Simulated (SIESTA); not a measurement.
BN:

```
CELL_PARAMETERS angstrom
0.00000 1.81300 1.81300
1.81300 0.00000 1.81300
1.81300 1.81300 0.00000
ATOMIC_POSITIONS crystal
N 0.25000 0.25000 0.25000
B 0.00000 0.00000 0.00000
```

The cell is a database's computed one.

Base run:

```yaml
Program: SIESTA 5.4.2
Functional: PBE
Potentials_or_basis: PseudoDojo 0.4 standard (PBE files)
Basis: TZDP (energy shift 0.003 Ry)
Grid_cutoff: 800 Ry
Energy_shift: 0.003 Ry
k_mesh: 13 × 13 × 13
Occupations: fermi-dirac, width 0.05 eV
Spin: no spin polarisation
```

Its results: band gap on the k mesh 4.73 eV, indirect (least direct gap 8.83 eV); pressure 3.6 GPa.

Question: The run is repeated on the same cell with these changes: basis from TZDP (energy shift 0.003 Ry) to TZP (energy shift 0.003 Ry). What comes out?

Answer: Band gap on the k mesh 4.64 eV, indirect (least direct gap 8.83 eV); pressure 1.9 GPa.

Caveats: an odd mesh through Γ misses points on the zone boundary, where band edges often lie; the basis of atomic orbitals isn't converged, which shifts pressures, moduli and gaps.
